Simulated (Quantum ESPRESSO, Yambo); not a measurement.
# GaN (honeycomb monolayer): G0W0 in Yambo against the screening cutoff

How does the gap of GaN (honeycomb monolayer) converge in the screening cutoff?

Main program and level: Yambo 5.3.0; PBE and many-body steps on it, plane waves.

## 1. The starting structure

The cell holds 2 atoms: 1 Ga and 1 N. Its edges and angles: a = 3.214 Å, b = 3.214 Å, c = 14.000 Å, α = 90.0°, β = 90.0°, γ = 120.0°. It derives from  ([{'formula': 'GaN', 'spacegroup': 194, 'source': 'prototype of the bulk crystal'}, {'formula': 'GaN', 'spacegroup': 186, 'source': 'prototype of the bulk crystal'}, {'formula': 'GaN', 'spacegroup': 216, 'source': 'prototype of the bulk crystal'}]). Vacuum lies along c.

Structure file:

```xyz
2
Lattice="3.2137 0.0000 0.0000 -1.6069 2.7832 0.0000 0.0000 0.0000 14.0000" Properties=species:S:1:pos:R:3
Ga    0.0000    1.8555    7.0006
N     1.6069    0.9277    6.9994
```

The structure was relaxed with PBE. The runs that relaxed it are not among those shown.

## 2. 1.25 Ha

This step: Yambo 5.3.0; G0W0 on PBE, plane waves, norm-conserving pseudopotentials.

Now the one-shot GW correction: screening in the RPA, then the self-energy of the levels asked for.

gw8.in

```
HF_and_locXC
gw0
dyson
ppa
em1d
rim_cut
rim_w
RandQpts= 3000000
RandGvec= 100 RL
CUTGeo= "slab z"
RandGvecW= 5 RL
EXXRLvcs= 104 Ry
VXCRLvcs= 416 Ry
Chimod= "HARTREE"
% BndsRnXp
 1 | 74 |
%
NGsBlkXp= 2.5 Ry
% LongDrXp
 1 | 1 | 0 |
%
% GbndRnge
 1 | 74 |
%
DysSolver= "n"
ExtendOut
PPAPntXp= 27.21138 eV
% QPkrange
 12 | 12 | 12 | 15 |
 1 | 1 | 12 | 15 |
%
```

Started as:

```console
> OMP_NUM_THREADS=2 mpirun -n 4 yambo -F gw8.in -J gw8,gw7_W -C gw8 > gw8.log
```

Output:

```text
 Yambo, version 5.3.0

 [02] CORE Variables Setup
 =========================

  [... cell, symmetries and grids as in the set-up ...]

  [02.05] Energies & Occupations
  ==============================

  [X] === General ===
  [X] Electronic Temperature                        :  0.000000  0.000000 [eV K]
  [X] Bosonic    Temperature                        :  0.000000  0.000000 [eV K]
  [X] Finite Temperature mode                       : no
  [X] El. density                                   :  0.20763E+24 [cm-3]
  [X] Fermi Level                                   : -2.261717 [eV]

  [X] === Gaps and Widths ===
  [X] Conduction Band Min                           :  2.161126 [eV]
  [X] Valence Band Max                              :  0.000000 [eV]
  [X] Filled Bands                                  :  13
  [X] Empty Bands                                   :   14  255
  [X] Direct Gap                                    :  2.483804 [eV]
  [X] Direct Gap localized at k                     :  1
  [X] Indirect Gap                                  :  2.161126 [eV]
  [X] Indirect Gap between kpts                     :  12   1
  [X] Last valence band width                       :  1.344844 [eV]
  [X] 1st conduction band width                     :  3.099752 [eV]

 [03] Transferred momenta grid and indexing
 ==========================================

 IBZ Q-points                                      :  12
 BZ  Q-points                                      :   81

 K/Q-points units:
 rlu = crystal or reduced units; cc = cartesian coordinates; iku = interal k-units

 Q [ 1]         [rlu]:  0.000000  0.000000  0.000000
 Q [ 2]         [rlu]:  0.77524E-17  0.11111       0.0000
 Q [ 3]         [rlu]:  0.15505E-16  0.22222       0.0000
 Q [ 4]         [rlu]:  0.23257E-16  0.33333       0.0000
 Q [ 5]         [rlu]:  0.31009E-16  0.44444       0.0000
 Q [ 6]         [rlu]:  0.111111  0.111111  0.000000
 Q [ 7]         [rlu]:  0.111111  0.222222  0.000000
 Q [ 8]         [rlu]:  0.111111  0.333333  0.000000
 Q [ 9]         [rlu]:  0.111111  0.444444  0.000000
 Q [10]         [rlu]:  0.222222  0.222222  0.000000
 Q [11]         [rlu]:  0.222222  0.333333  0.000000
 Q [12]         [rlu]:  0.333333  0.333333  0.000000

 [04] Coloumb potential Random Integration (RIM)
 ===============================================

 Summary of Coulomb integrals for non-metallic bands |Q|[au] RIM/Bare

 Q [1] 0.100000E-4 0.928880 * Q [2] 0.132739 0.898976
 Q [6] 0.229910 0.987561 * Q [3] 0.265478 0.998838
 Q [7] 0.351194 1.008689 * Q [4] 0.398216 1.009571
 Q [10] 0.459821 1.008976 * Q [8] 0.478596 1.008693
 Q [5] 0.530955 1.007716 * Q [11] 0.578595 1.006767
 Q [9] 0.608285 1.006258 * Q [12] 0.689731 1.004985
 Non-periodic chartesian directions : none
 Optical renormalization            :  26.45617 [au]
 Polarizability dimension           : length

 [05] Coloumb potential CutOff slab z
 ====================================

 [06] Dipoles
 ============

  [06.01] Setup: observables and procedures
  =========================================

 [07] Dynamic Dielectric Matrix (PPA)
 ====================================

  Evaluating coefficients q = 0
  Evaluating coefficients q = 0

  [09.02] RIM-W integrals
  =======================

  8 x (sBL volume)        :  0.028991 [a.u.]
  sBZ random points       :  3000000
  Points outside the sBZ  :  24000829
  RL volume               :  0.293538 [a.u.]
  Integrated volume       :  0.293528 [a.u.]

  [09.03] RIM integrals
  =====================

  Comparison between head Wc = W - v averages: < Wc > [au] RIM-W/RIM

   < -Wc [Q = 1] > 0.130620E-1 0.907834E-5 * < -Wc [Q = 2] > 0.003465 0.003358
   < -Wc [Q = 3] > 0.739249E-3 0.727284E-3 * < -Wc [Q = 4] > 0.258754E-3 0.255789E-3
   < -Wc [Q = 5] > 0.117138E-3 0.116179E-3 * < -Wc [Q = 6] > 0.001052 0.001032
   < -Wc [Q = 7] > 0.363650E-3 0.359338E-3 * < -Wc [Q = 8] > 0.157879E-3 0.156632E-3
   < -Wc [Q = 9] > 0.803764E-4 0.798389E-4 * < -Wc [Q = 10] > 0.177738E-3 0.176428E-3
   < -Wc [Q = 11] > 0.941558E-4 0.936555E-4 * < -Wc [Q = 12] > 0.573123E-4 0.570628E-4

  Comparison between head Wc = W - v averages: < Wc > [au] RIM-W/RIM

   < -Wc [G = 1,G`=0] > 0.130620E-1 0.907834E-5 * < -Wc [G = 2,G`=0] >-0.972465E-3  0.00000
   < -Wc [G = 3,G`=0] >-0.972465E-3  0.00000 * < -Wc [G = 4,G`=0] > 0.569326E-4  0.00000
   < -Wc [G = 5,G`=0] > 0.569326E-4  0.00000

 [10] G0W0 (W PPA)
 =================

 [  GW  ] Bands range     :    1   74
 [GW/PPA] G damping       :  0.100000 [eV]

 QP @ state[ 1 ] K range:  1  1
 QP @ state[ 1 ] b range:  12  15
 QP @ state[ 2 ] K range:  12  12
 QP @ state[ 2 ] b range:  12  15

  Sc/G bands                                       :    1   74
  Sc/G damping                                     :  0.100000 ev
  Sc bands terminator                              : no
  Sx RL components                                 :  15037

  QP @ state[ 1 ] K range                          :  1  1
  QP @ state[ 1 ] b range                          :  12  15
  QP @ state[ 2 ] K range                          :  12  12
  QP @ state[ 2 ] b range                          :  12  15
  GF energies kind                                 : Perdew, Burke & Ernzerhof(X)+Perdew, Burke & Ernzerhof(C)
  GF WF`s kind                                     : Perdew, Burke & Ernzerhof(X)+Perdew, Burke & Ernzerhof(C)
  Xs energies kind                                 : Perdew, Burke & Ernzerhof(X)+Perdew, Burke & Ernzerhof(C)
  Xs WF`s kind                                     : Perdew, Burke & Ernzerhof(X)+Perdew, Burke & Ernzerhof(C)

 [14] Game Over & Game summary
```

The job ended after 22 s (4 MPI ranks of Arm Neoverse V1, shared host; peak memory 3 GiB; 2.4 min of CPU time).

This step gave:

| Property | Result |
| --- | --- |
| G0W0 gap on the points computed | 3.970 eV |
| starting gap on the mesh | 2.161 eV |
| k of the valence top | 0.3333, 0.3333, 0 |
| k of the conduction bottom | 0, 0, 0 |
| least direct G0W0 gap on the computed points | 4.195 eV |
| Z at the valence top | 0.7864 |
| Z at the conduction bottom | 0.8425 |

The gap on the mesh goes from 2.16 eV to 3.97 eV, a correction of +1.81 eV.

## 3. 2 Ha

gw9.in, as its differences from gw8.in of step 2:

```diff
@@ -17,3 +17,3 @@
 %
-NGsBlkXp= 2.5 Ry
+NGsBlkXp= 4 Ry
 % LongDrXp
```

Started as:

```console
> OMP_NUM_THREADS=2 mpirun -n 4 yambo -F gw9.in -J gw9 -C gw9 > gw9.log
```

Output:

```text
 Yambo, version 5.3.0

 [02] CORE Variables Setup
 =========================

  [... cell, symmetries and grids as in the set-up ...]

  [02.05] Energies & Occupations
  ==============================

  [X] === General ===
  [X] Electronic Temperature                        :  0.000000  0.000000 [eV K]
  [X] Bosonic    Temperature                        :  0.000000  0.000000 [eV K]
  [X] Finite Temperature mode                       : no
  [X] El. density                                   :  0.20763E+24 [cm-3]
  [X] Fermi Level                                   : -2.261717 [eV]

  [X] === Gaps and Widths ===
  [X] Conduction Band Min                           :  2.161126 [eV]
  [X] Valence Band Max                              :  0.000000 [eV]
  [X] Filled Bands                                  :  13
  [X] Empty Bands                                   :   14  255
  [X] Direct Gap                                    :  2.483804 [eV]
  [X] Direct Gap localized at k                     :  1
  [X] Indirect Gap                                  :  2.161126 [eV]
  [X] Indirect Gap between kpts                     :  12   1
  [X] Last valence band width                       :  1.344844 [eV]
  [X] 1st conduction band width                     :  3.099752 [eV]

 [03] Transferred momenta grid and indexing
 ==========================================

 IBZ Q-points                                      :  12
 BZ  Q-points                                      :   81

 K/Q-points units:
 rlu = crystal or reduced units; cc = cartesian coordinates; iku = interal k-units

 Q [ 1]         [rlu]:  0.000000  0.000000  0.000000
 Q [ 2]         [rlu]:  0.77524E-17  0.11111       0.0000
 Q [ 3]         [rlu]:  0.15505E-16  0.22222       0.0000
[...]
Integrated volume       :  0.293528 [a.u.]

  [09.03] RIM integrals
  =====================

  Comparison between head Wc = W - v averages: < Wc > [au] RIM-W/RIM

   < -Wc [Q = 1] > 0.130246E-1 0.904156E-5 * < -Wc [Q = 2] > 0.003457 0.003350
   < -Wc [Q = 3] > 0.736935E-3 0.724981E-3 * < -Wc [Q = 4] > 0.257606E-3 0.254644E-3
   < -Wc [Q = 5] > 0.116412E-3 0.115469E-3 * < -Wc [Q = 6] > 0.001049 0.001029
   < -Wc [Q = 7] > 0.362219E-3 0.357913E-3 * < -Wc [Q = 8] > 0.157030E-3 0.155783E-3
   < -Wc [Q = 9] > 0.797575E-4 0.792678E-4 * < -Wc [Q = 10] > 0.176823E-3 0.175514E-3
   < -Wc [Q = 11] > 0.935085E-4 0.930319E-4 * < -Wc [Q = 12] > 0.568097E-4 0.566048E-4

  Comparison between head Wc = W - v averages: < Wc > [au] RIM-W/RIM

   < -Wc [G = 1,G`=0] > 0.130246E-1 0.904156E-5 * < -Wc [G = 2,G`=0] >-0.970221E-3  0.00000
   < -Wc [G = 3,G`=0] >-0.970221E-3  0.00000 * < -Wc [G = 4,G`=0] > 0.567420E-4  0.00000
   < -Wc [G = 5,G`=0] > 0.567420E-4  0.00000

 [10] G0W0 (W PPA)
 =================

 [  GW  ] Bands range     :    1   74
 [GW/PPA] G damping       :  0.100000 [eV]

 QP @ state[ 1 ] K range:  1  1
 QP @ state[ 1 ] b range:  12  15
 QP @ state[ 2 ] K range:  12  12
 QP @ state[ 2 ] b range:  12  15

  Sc/G bands                                       :    1   74
  Sc/G damping                                     :  0.100000 ev
  Sc bands terminator                              : no
  Sx RL components                                 :  15037

  QP @ state[ 1 ] K range                          :  1  1
  QP @ state[ 1 ] b range                          :  12  15
  QP @ state[ 2 ] K range                          :  12  12
  QP @ state[ 2 ] b range                          :  12  15
  GF energies kind                                 : Perdew, Burke & Ernzerhof(X)+Perdew, Burke & Ernzerhof(C)
  GF WF`s kind                                     : Perdew, Burke & Ernzerhof(X)+Perdew, Burke & Ernzerhof(C)
  Xs energies kind                                 : Perdew, Burke & Ernzerhof(X)+Perdew, Burke & Ernzerhof(C)
  Xs WF`s kind                                     : Perdew, Burke & Ernzerhof(X)+Perdew, Burke & Ernzerhof(C)

 [14] Game Over & Game summary
```

It took 2.6 min on 4 MPI ranks; peak memory 3 GiB.

This step gave:

* G0W0 gap on the points computed: 4.006 eV
* starting gap on the mesh: 2.161 eV
* k of the valence top: 0.3333, 0.3333, 0
* k of the conduction bottom: 0, 0, 0
* least direct G0W0 gap on the computed points: 4.114 eV
* Z at the valence top: 0.7815
* Z at the conduction bottom: 0.8368

Against the run before, the gap moves by +0.037 eV.

## 4. 4 Ha

gw10.in, as its differences from gw9.in of step 3:

```diff
@@ -17,3 +17,3 @@
 %
-NGsBlkXp= 4 Ry
+NGsBlkXp= 8 Ry
 % LongDrXp
```

Started as:

```console
> OMP_NUM_THREADS=2 mpirun -n 4 yambo -F gw10.in -J gw10 -C gw10 > gw10.log
```

Output:

```text
 Yambo, version 5.3.0

 [02] CORE Variables Setup
 =========================

  [... cell, symmetries and grids as in the set-up ...]

  [02.05] Energies & Occupations
  ==============================

  [X] === General ===
  [X] Electronic Temperature                        :  0.000000  0.000000 [eV K]
  [X] Bosonic    Temperature                        :  0.000000  0.000000 [eV K]
  [X] Finite Temperature mode                       : no
  [X] El. density                                   :  0.20763E+24 [cm-3]
[...]
QP @ state[ 1 ] b range                          :  12  15
  QP @ state[ 2 ] K range                          :  12  12
  QP @ state[ 2 ] b range                          :  12  15
  GF energies kind                                 : Perdew, Burke & Ernzerhof(X)+Perdew, Burke & Ernzerhof(C)
  GF WF`s kind                                     : Perdew, Burke & Ernzerhof(X)+Perdew, Burke & Ernzerhof(C)
  Xs energies kind                                 : Perdew, Burke & Ernzerhof(X)+Perdew, Burke & Ernzerhof(C)
  Xs WF`s kind                                     : Perdew, Burke & Ernzerhof(X)+Perdew, Burke & Ernzerhof(C)

 [14] Game Over & Game summary
```

The job ended after 3.8 min (4 MPI ranks; peak memory 3.1 GiB; 24 min of CPU time).

This step gave:

- G0W0 gap on the points computed: 4.103 eV
- starting gap on the mesh: 2.161 eV
- k of the valence top: 0.3333, 0.3333, 0
- k of the conduction bottom: 0, 0, 0
- least direct G0W0 gap on the computed points: 4.324 eV

Against the run before, the gap moves by +0.097 eV.

## 5. 5 Ha

gw11.in, as its differences from gw10.in of step 4:

```diff
@@ -17,3 +17,3 @@
 %
-NGsBlkXp= 8 Ry
+NGsBlkXp= 10 Ry
 % LongDrXp
```

Started as:

```console
> OMP_NUM_THREADS=2 mpirun -n 4 yambo -F gw11.in -J gw11 -C gw11 > gw11.log
```

Output:

```text
 Yambo, version 5.3.0

 [02] CORE Variables Setup
 =========================

  [... cell, symmetries and grids as in the set-up ...]

  [02.05] Energies & Occupations
  ==============================

  [X] === General ===
  [X] Electronic Temperature                        :  0.000000  0.000000 [eV K]
  [X] Bosonic    Temperature                        :  0.000000  0.000000 [eV K]
  [X] Finite Temperature mode                       : no
  [X] El. density                                   :  0.20763E+24 [cm-3]
[...]
QP @ state[ 1 ] b range                          :  12  15
  QP @ state[ 2 ] K range                          :  12  12
  QP @ state[ 2 ] b range                          :  12  15
  GF energies kind                                 : Perdew, Burke & Ernzerhof(X)+Perdew, Burke & Ernzerhof(C)
  GF WF`s kind                                     : Perdew, Burke & Ernzerhof(X)+Perdew, Burke & Ernzerhof(C)
  Xs energies kind                                 : Perdew, Burke & Ernzerhof(X)+Perdew, Burke & Ernzerhof(C)
  Xs WF`s kind                                     : Perdew, Burke & Ernzerhof(X)+Perdew, Burke & Ernzerhof(C)

 [14] Game Over & Game summary
```

Elapsed: 4.8 min, on 4 MPI ranks; peak memory 3.1 GiB; 33 min of CPU time.

This step gave:

- G0W0 gap on the points computed: 4.109 eV
- starting gap on the mesh: 2.161 eV
- k of the valence top: 0.3333, 0.3333, 0
- k of the conduction bottom: 0, 0, 0
- least direct G0W0 gap on the computed points: 4.331 eV

Against the run before, the gap moves by +0.005 eV.

## 6. 6.25 Ha

gw12.in, as its differences from gw11.in of step 5:

```diff
@@ -17,3 +17,3 @@
 %
-NGsBlkXp= 10 Ry
+NGsBlkXp= 12.5 Ry
 % LongDrXp
```

Started as:

```console
> OMP_NUM_THREADS=2 mpirun -n 4 yambo -F gw12.in -J gw12 -C gw12 > gw12.log
```

Output:

```text
 Yambo, version 5.3.0

 [02] CORE Variables Setup
 =========================

  [... cell, symmetries and grids as in the set-up ...]

  [02.05] Energies & Occupations
  ==============================

  [X] === General ===
  [X] Electronic Temperature                        :  0.000000  0.000000 [eV K]
  [X] Bosonic    Temperature                        :  0.000000  0.000000 [eV K]
  [X] Finite Temperature mode                       : no
  [X] El. density                                   :  0.20763E+24 [cm-3]
[...]
QP @ state[ 1 ] b range                          :  12  15
  QP @ state[ 2 ] K range                          :  12  12
  QP @ state[ 2 ] b range                          :  12  15
  GF energies kind                                 : Perdew, Burke & Ernzerhof(X)+Perdew, Burke & Ernzerhof(C)
  GF WF`s kind                                     : Perdew, Burke & Ernzerhof(X)+Perdew, Burke & Ernzerhof(C)
  Xs energies kind                                 : Perdew, Burke & Ernzerhof(X)+Perdew, Burke & Ernzerhof(C)
  Xs WF`s kind                                     : Perdew, Burke & Ernzerhof(X)+Perdew, Burke & Ernzerhof(C)

 [14] Game Over & Game summary
```

Wall time 7.2 min (4 MPI ranks); peak memory 3.1 GiB.

Numbers from this step:

* G0W0 gap on the points computed: 4.113 eV
* starting gap on the mesh: 2.161 eV
* k of the valence top: 0.3333, 0.3333, 0
* k of the conduction bottom: 0, 0, 0
* least direct G0W0 gap on the computed points: 4.338 eV

Against the run before, the gap moves by +0.005 eV.

## 7. Side by side

Times are wall times on 4 MPI ranks of Arm Neoverse V1, shared host, good to a factor of about two.

```csv
run,mesh,bands,screening cutoff (eV),DFT gap (eV),gap on the mesh (eV),direct (eV),time
1.25 Ha,9×9×1,74,34,2.161,3.970,4.195,22 s
2 Ha,9×9×1,74,54.4,2.161,4.006,4.114,2.6 min
4 Ha,9×9×1,74,108.8,2.161,4.103,4.324,3.8 min
5 Ha,9×9×1,74,136.1,2.161,4.109,4.331,4.8 min
6.25 Ha,9×9×1,74,170.1,2.161,4.113,4.338,7.2 min
```

## 8. Outcome

| Quantity | Value |
| --- | --- |
| 1.25 Ha | 3.970 eV |
| 2 Ha | 4.006 eV |
| 4 Ha | 4.103 eV |
| 5 Ha | 4.109 eV |
| 6.25 Ha | 4.113 eV |
| known limits | not at the basis limit; no spin-orbit coupling |

The setting moved: screening cutoff. From 1.25 Ha to 6.25 Ha the gap moves by +0.14 eV, for 20 times the time. It holds to 0.03 eV from 4 Ha on. Bands and screening cutoff are coupled, so a series along one setting does not show full convergence. Bands and cutoff are finite, so the gap is not at the basis limit. The miss can reach some tenths of an eV and take either sign; the mesh is an error of its own. In the G0W0 runs levels were corrected at 2 k points alone, so a gap called «on the mesh» is the least over those, and an edge elsewhere would be missed. The many-body steps are scalar-relativistic: spin-orbit coupling is not in them.

[Paths, hosts, dates, memory and timing lines, banners, echoed tables and standing remarks are left out of the program output.]

[Logs are printed without paths, hosts, clocks, repeated set-up lines and the standing remarks that a program may print on its own settings, such as how far it seeks lower states.]

[Runs of the session that timed out or met a known fault of the program may be left out.]

[Hosts, paths, dates, database ids (printed as entryN), source tags and the programs' standing remarks are cut or masked in the printed files.]
